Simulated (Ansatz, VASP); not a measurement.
# C (V_C): VASP beside Ansatz, part 2 of 2

Aim: how closely do two programs agree when they are given the same cell, functional and k mesh? The cell is taken from a series of runs on this material, whose earlier steps may have relaxed, scaled, displaced or heated it; both programs get it as it stands.

VASP 6.6.1 and Ansatz 0.2.0.

So far. Step 2 (VASP: single point, PBE0 form with 17 % exact exchange …): The run ends at a pressure of -0.80 GPa, with forces up to 0.068 eV/Å.

In doubt: the hybrid run may have settled on a false gap or state, so the values of those runs are not to be relied on; a hybrid run on one k-point, which bears on gaps, levels and energies.

## 3. Ansatz: single point, PBE0 form with 17 % exact exchange with an exact-exchange share of 0.17

Level of this step: Ansatz beside VASP: Kohn-Sham DFT, plane waves, PBE0 form with 17 % exact exchange (Ansatz).

Ansatz runs on its default PAW (the set named soft_2) files.

The same cell, functional and mesh now go to Ansatz.

input.yaml

```yaml
crystal:
  checkpoint: "../q0.relax.run"
  host: checkpoint
basis:
  ecutwfc: 420
  xc_grid: 2
hamiltonian:
  xc: { preset: pbe0, exx: 0.17 }
kpoints:
  mp_grid: { grid: [1, 1, 1] }
scf:
  occupations: { method: fixed }
  max_iter: 80
output:
  forces: true
  charged_corrections:
    epsilon: 5.87
    static_epsilon: 5.87
    defect_position: [0.416667, 0.416667, 0.416667]
  eigenvalues: true
  eigenstates: { localisation: true }
  populations: true
checkpoint:
  read: "../q0.relax.run"
  write: "../q0.hyb.run"
  compress: false
  write_wavefunctions: false
  write_every: 100000
```

Started as:

```bash
> ansatz run input.yaml --threads 4 --pin off --max-ram 9420MiB --backend cpu --events-out ev --progress --plain --runs-dir out
```

Numbers of over 12 decimals in the logs are rounded to 6 here.

What it wrote:

```text
Warning: at least one further symmetry operation maps every atom of the structure, as the run holds it, onto an atom to within 2.96e-5 (fractional), and is not used: no operation is sought that the atoms, as the run holds them, miss by more than 2.00e-5, twice crystal.symmetry.tolerance (1.0e-5). The run uses 1 unitary operations. The run imposes no operation that its atoms and lattice do not hold. Figures that only  [...]
Warning: checkpoint.read: hamiltonian.xc differs: saved pbe, current {"exchange":"pbe","correlation":"pbe","exx":{"coeff":0.17,"omega":null}}; the SCF iterates under this deck's functional from the saved state
crystal.checkpoint: the structure is that of <dir>, a `relax` run, at its step 7: its result, under pbe at a charge of 0 e; 53 atoms read, 0 with a starting moment; this deck's functional is {"exchange":"pbe","correlation":"pbe","exx":{"coeff":0.17,"omega":null}}; crystal.structure_sha256 for this input is
Engine: ansatz 0.2.0, aarch64-unknown-linux-gnu
Pseudopotentials: kind: paw
Pseudopotential: C, paw, valence charge 4, recommended cutoff 420 eV (normal), C.paw.azcp
Functional definition: unnamed
  parameter a_1 = 0.17
  exchange = (1 - a_1)*pbe_x + a_1*exact_x
  correlation = pbe_c
davidson cushion auto → on  (no smearing: the cushion is to keep the highest requested band from converging to the state above it; pin scf.eigensolver.cushion to override)
Crystal: 53 atoms, lattice volume = 307.524 Å³
Basis set: ecut = 420 eV, 5985 PW (Γ), exchange–correlation on 108×108×108 points (8 copies of the dense FFT grid, shifted against one another)
Bands: 159, of which v1, the nominal top of the filled ones, is band 106 counted from 1 (105 counted from 0)
Symmetry: 1 space group operations
Space group: P1 (ITA 1), of the structure as read, at distance tolerance 6.7e-5 Å
k-points: 1
Non-local potential: C, projectors of the file, l = 0: 2, l = 1: 2, l = 2: 1
PAW form: soft (Blöchl's): semilocal exchange-correlation on the pseudo side does not see the compensation charge
PAW frozen core: C, regenerated for the run's functional, and the local potential with it (the file was generated under x = pbe(κ = 0.804, μ = 0.219515), c = pbe(β = 0.066725))
PAW one-centre angular grid: C, 110 points (default); XC on 64 Gauss nodes
Initial density: read from a saved state, or passed on in memory by an earlier SCF of this step, an earlier step, the calling program or the single point that the run made first
Initial wavefunctions: pseudopotential atomic-orbital guess
Functional: x = pbe(κ = 0.804, μ = 0.219515), c = pbe(β = 0.066725), warm-up for x = 0.83 pbe(κ = 0.804, μ = 0.219515) + 0.17 exact, c = pbe(β = 0.066725)
iter 1 solved again at ethr=3.12e-7 eV; its pass at ethr=1.00e-1 eV (dr2=6.62e-4 eV) is discarded
SCF iter   1: F=—  HF=-13273.078657 eV  |F-HF|=—  |Δ(HF+E_count)|=         —  Δρ=1.56e-4  dr2=4.31e-5  ethr=3.12e-7  ⟨swp⟩=8.0  Hψ=1343  notcnv=0
preconditioner: auto → none  [insulator: Δε(μ)=0.143 eV  Ē_g=16.108 eV  n_scr=88 (ndim 8)  ℏωp=30.8 eV  f_vac=0.000]
SCF iter   2: F=—  HF=-13273.078640 eV  |F-HF|=—  |Δ(HF+E_count)|=   1.68e-5  Δρ=5.97e-5  dr2=6.03e-6  ethr=2.03e-8  ⟨swp⟩=3.0  Hψ=383  notcnv=0
SCF iter   3: F=—  HF=-13273.078649 eV  |F-HF|=—  |Δ(HF+E_count)|=   8.95e-6  Δρ=2.92e-4  dr2=4.38e-4  ethr=2.84e-9  ⟨swp⟩=4.0  Hψ=482  notcnv=0  recentre
SCF iter   4: F=—  HF=-13273.078638 eV  |F-HF|=—  |Δ(HF+E_count)|=   1.12e-5  Δρ=2.78e-5  dr2=3.68e-6  ethr=2.84e-9  ⟨swp⟩=4.0  Hψ=410  notcnv=0
iter 5 solved again at ethr=1.99e-11 eV; its pass at ethr=1.74e-9 eV (dr2=4.22e-8 eV) is discarded
SCF iter   5: F=-13273.078638 eV  HF=-13273.078638 eV  |F-HF|=7.25e-9  |Δ(HF+E_count)|=   1.01e-7  Δρ=6.08e-6  dr2=4.23e-8  ethr=1.99e-11  ⟨swp⟩=4.0  Hψ=739  notcnv=0
SCF 1 converged in 5 iterations: F = -13273.078638 eV  dr2 = 4.23e-8
  greatest PAW one-centre occupation: 0.649 electrons in one spin orbital (limit 2), on the C atom at site 26 (counted from 0), in its partial waves of l = 0
the semilocal start has a gap of 0.143 eV: under exact exchange another state, often on complex orbitals, can lie lower than the one that it leads to. A single point with scf.lower_state_search: full and scf.eigensolver.gamma_real: false can look for it
Initial density: handed on by an earlier stage of this run
Initial wavefunctions: those handed on with the density
[...]
preconditioner: auto → none  [insulator: Δε(μ)=1.076 eV  Ē_g=18.214 eV  n_scr=88 (ndim 8)  ℏωp=30.8 eV  f_vac=0.000]
SCF iter   2: F=—  HF=-13276.851511 eV  |F-HF|=—  |Δ(HF+E_count)|=   1.18e-6  Δρ=2.02e-5  dr2=2.52e-6  ethr=5.74e-9  ⟨swp⟩=3.0  Hψ=372  notcnv=0
SCF iter   3: F=—  HF=-13276.851511 eV  |F-HF|=—  |Δ(HF+E_count)|=   2.19e-7  Δρ=1.02e-5  dr2=6.38e-7  ethr=1.03e-9  ⟨swp⟩=3.0  Hψ=372  notcnv=0
SCF iter   4: F=—  HF=-13276.851511 eV  |F-HF|=—  |Δ(HF+E_count)|=   3.44e-8  Δρ=3.51e-6  dr2=2.41e-7  ethr=1.54e-10  ⟨swp⟩=3.0  Hψ=352  notcnv=0
SCF iter   5: F=—  HF=-13276.851512 eV  |F-HF|=—  |Δ(HF+E_count)|=   7.03e-7  Δρ=1.28e-5  dr2=9.45e-7  ethr=1.10e-11  ⟨swp⟩=5.0  Hψ=547  notcnv=0
SCF iter   6: F=—  HF=-13276.851512 eV  |F-HF|=—  |Δ(HF+E_count)|=   5.95e-8  Δρ=1.46e-5  dr2=1.11e-6  ethr=1.10e-11  ⟨swp⟩=4.0  Hψ=485  notcnv=0
SCF iter   7: F=—  HF=-13276.851512 eV  |F-HF|=—  |Δ(HF+E_count)|=   3.84e-7  Δρ=6.92e-6  dr2=4.47e-7  ethr=1.10e-11  ⟨swp⟩=5.0  Hψ=616  notcnv=0
SCF iter   8: F=—  HF=-13276.851512 eV  |F-HF|=—  |Δ(HF+E_count)|=   2.80e-7  Δρ=2.92e-6  dr2=7.93e-8  ethr=1.10e-11  ⟨swp⟩=4.0  Hψ=533  notcnv=0
SCF iter   9: F=—  HF=-13276.851512 eV  |F-HF|=—  |Δ(HF+E_count)|=   3.65e-8  Δρ=1.02e-6  dr2=7.55e-9  ethr=1.10e-11  ⟨swp⟩=4.0  Hψ=469  notcnv=0
SCF iter  10: F=-13276.851512 eV  HF=-13276.851512 eV  |F-HF|=1.09e-9  |Δ(HF+E_count)|=   1.56e-9  Δρ=4.00e-7  dr2=2.01e-9  ethr=2.60e-12  ⟨swp⟩=4.0  Hψ=434  notcnv=0
SCF 3 converged in 10 iterations: F = -13276.851512 eV  dr2 = 2.01e-9
  Residual-converged pass: ⟨swp⟩=2.0  Hψ=297  notcnv=0  max |occ|·‖R‖ = 5.9e-7 eV (tolerance 1.0e-6 eV)  dr2=2.01e-9  dr2_onsite=6.60e-12  max |Δocc| = 0.0e0
hybrid outer 2: dexx = +1.106e-6 eV, tail = 4.79e-9 eV, Δε = 5.29e-4 eV (about 1.05e-5 eV left of the loop's levels), ΔF = 1.82e-3 eV/Å (tail 1.53e-4)
WARN: the filled states extend beyond the cell (their overlap across the Brillouin zone is 0.153, against 0 in a metal and nearly 1 for localised states). With one k-point a hybrid's gap, moments and forces can then be wrong. Use a denser k-mesh, or a larger cell for a defect
hybrid SCF converged: 2 outer / 18 inner (+5 warm-up), last move |dexx| = 1.11e-6 eV, tail = 4.79e-9 eV
Stability not checked: this state was not tested for a lower state beside it, because the functional holds exact exchange (a hybrid, or Hartree-Fock), whose exchange loop this test does not read (fock_operator; see scf.lower_state_search)
Free energy (F): -13276.851512 eV
Frozen-core exchange: fock
Harris-Foulkes:  -13276.851512 eV  (|F-HF|=1.09e-9)
Internal energy: -13276.851512 eV  (E = F + TS)
E sigma→0 (E₀):  -13276.851512 eV
Fermi energy:    14.552219 eV
--- Per-component energies (eV) ---
  E_band       = 594.307304
  E_kinetic    = 4915.312832
  E_local      = -3536.286369  (includes V_loc(G=0)·N_el)
  E_nonlocal   = 1387.517011
  E_hartree    = 823.315029
  E_xc         = -2182.186002
  E_vxc        = -2706.434624  (∫ρ·V_xc dr)
  E_exx        = -388.623372  (= α·E_x^exact, valence–valence)
  E_paw        = -5267.572024  (= ΣΔE_a)
  E_vpaw       = -335.185282  (= ΣTr[D̂ρ^β])
  E_aug_tail   = 0.000484  (compensation charges beyond the density's cutoff)
  E_ewald      = -9027.709201
  E_core_change = -0.619899  (= ΣΔE_core)
  E_smearing   = -0.000000  (= −TS)
  E_closure    = 0.000000  (closes the sum)
  Σ components = -13276.851512   (vs F -13276.851512, Δ=0.00e0)
--- Forces (eV/Å), atoms counted from 1 ---
  atom   1  C      0.01398988     0.00704023     0.00815183
  atom   2  C      0.01010722    -0.00554159    -0.00465414
  atom   3  C      0.00101521     0.00024531    -0.01117282
  atom   4  C     -0.00977489     0.00469679    -0.00494588
  atom   5  C     -0.01481982    -0.00660568     0.00718977
  atom   6  C     -0.00039811    -0.00068298    -0.00241865
  atom   7  C      0.00059000    -0.01255519     0.00091021
  atom   8  C     -0.01051589    -0.00568928     0.00448521
  atom   9  C     -0.08980706     0.00147609     0.00196576
  atom  10  C      0.04707984     0.00842425     0.00706940
  atom  11  C      0.00201956     0.01688037     0.01569162
  atom  12  C      0.04174059     0.00599941    -0.05015376
  atom  13  C     -0.01485295     0.00720442    -0.00790456
  atom  14  C     -0.00037087    -0.00441520    -0.00080329
  atom  15  C      0.00156009     0.01554329     0.01515235
  atom  16  C      0.04265847    -0.04952263     0.00428139
  atom  17  C     -0.01892326     0.01526622     0.01366894
  atom  18  C      0.00938952    -0.00079483    -0.00070119
  atom  19  C      0.09021160    -0.00195699     0.00204416
  atom  20  C      0.01038884     0.00536910     0.00468241
  atom  21  C      0.00138177     0.01228717     0.00078038
  atom  22  C     -0.04284199    -0.00676312    -0.05200027
  atom  23  C     -0.00092207    -0.01694399     0.01468124
  atom  24  C     -0.04653053    -0.00961243     0.00934281
[...]
atom  46  C      0.00146847    -0.01483893    -0.01597787
  atom  47  C     -0.00559977    -0.01115474     0.01203802
  atom  48  C     -0.00152013     0.01614598    -0.01310869
  atom  49  C     -0.00068271     0.00054353     0.00360913
  atom  50  C      0.00096910    -0.01581051    -0.01523439
  atom  51  C     -0.00493418     0.01143706    -0.01176652
  atom  52  C     -0.00013070     0.00015846     0.00040929
  atom  53  C      0.00473922    -0.01094583    -0.01117102
  max |Σ_I F_I| component: 1.66e-5 eV/Å
--- Band table (eV) ---
  k-point 0: bands = [... 102 lower, 11.6276, 11.6277, 11.6724, 14.5522, 15.6278, 15.6282, 17.7538, 17.7774, ... 49 higher]
--- Löwdin populations: 53 sites ---
  site symbol       q [e]
     0      C      3.9837
     1      C      3.9920
     2      C      3.9578
     3      C      3.9920
     4      C      3.9837
     5      C      3.9845
     6      C      3.9578
     7      C      3.9920
     8      C      3.9884
     9      C      3.9686
    10      C      3.9797
    11      C      3.9777
    12      C      3.9837
    13      C      3.9845
    14      C      3.9797
    15      C      3.9777
    16      C      3.9758
    17      C      3.9872
    18      C      3.9884
    19      C      3.9920
    20      C      3.9578
    21      C      3.9777
    22      C      3.9797
    23      C      3.9686
[...]
45      C      3.9797
    46      C      3.9857
    47      C      3.9797
    48      C      3.9845
    49      C      3.9797
    50      C      3.9857
    51      C      3.9884
    52      C      3.9857
  spilling = 0.003862 (of n_electrons = 212.000000)
```

## 4. Differences

Known differences besides the potentials themselves: exact exchange at q = 0 is treated differently, which shows on coarse meshes; VASP keeps PBE cores, Ansatz makes them for the functional; fixed occupations in Ansatz, narrow Gaussian smearing in VASP; the cutoff is 420 eV in Ansatz and 520 eV in VASP (PREC = Accurate, projectors in real space); VASP takes a coarser grid for exact exchange (PRECFOCK = Fast). Total energies have different zeros and are not compared.

The two programs side by side:

```csv
quantity,Ansatz,VASP,difference
gap on the k mesh (eV),1.076,1.231,-0.155
```

Forces on 7 of the 53 atoms, those with the largest forces and the largest differences (eV/Å; atoms numbered as in POSCAR):

| atom | Ansatz x, y, z | VASP x, y, z |
| --- | --- | --- |
| C9 | -0.090, 0.001, 0.002 | -0.061, 0.001, 0.000 |
| C19 | 0.090, -0.002, 0.002 | 0.068, -0.002, 0.000 |
| C22 | -0.043, -0.007, -0.052 | -0.041, 0.005, -0.047 |
| C27 | -0.076, 0.018, 0.015 | -0.047, 0.015, 0.011 |
| C28 | 0.077, -0.015, 0.013 | 0.051, -0.011, 0.001 |
| C32 | 0.077, 0.014, -0.013 | 0.053, 0.004, -0.010 |
| C44 | -0.075, -0.016, -0.016 | -0.056, -0.014, -0.013 |

The forces differ by 7.7 meV/Å r.m.s., which is 36.7 % of the r.m.s. force of 0.021 eV/Å (both taken over all components). A gap on the mesh is an upper bound, since the band edges may lie between its points.

## 5. Outcome

* difference in gap on the k mesh (single point, PBE0 form with 17 % exact exchange with an exact-exchange share of 0.17): -0.16 eV
* r.m.s. force difference (single point, PBE0 form with 17 % exact exchange with an exact-exchange share of 0.17): 7.7 meV/Å

**Reading.** The difference in gap on the k mesh is -0.16 eV (single point, PBE0 form with 17 % exact exchange with an exact-exchange share of 0.17), beyond the 0.08 eV picked in this series as the mark of a large difference. What causes the difference of the single point, PBE0 form with 17 % exact exchange with an exact-exchange share of 0.17 pair stays open here. How closely two codes agree says nothing of how well the functional describes the real material.

[Lines on the potential files, build, host, timing and source positions are cut from VASP's logs without a mark.]

[Logs are printed without paths, hosts, clocks, repeated set-up lines and the standing remarks that a program may print on its own settings, such as how far it seeks lower states.]

[Hosts, paths, dates, database ids (printed as entryN), source tags and the programs' standing remarks are cut or masked in the printed files.]
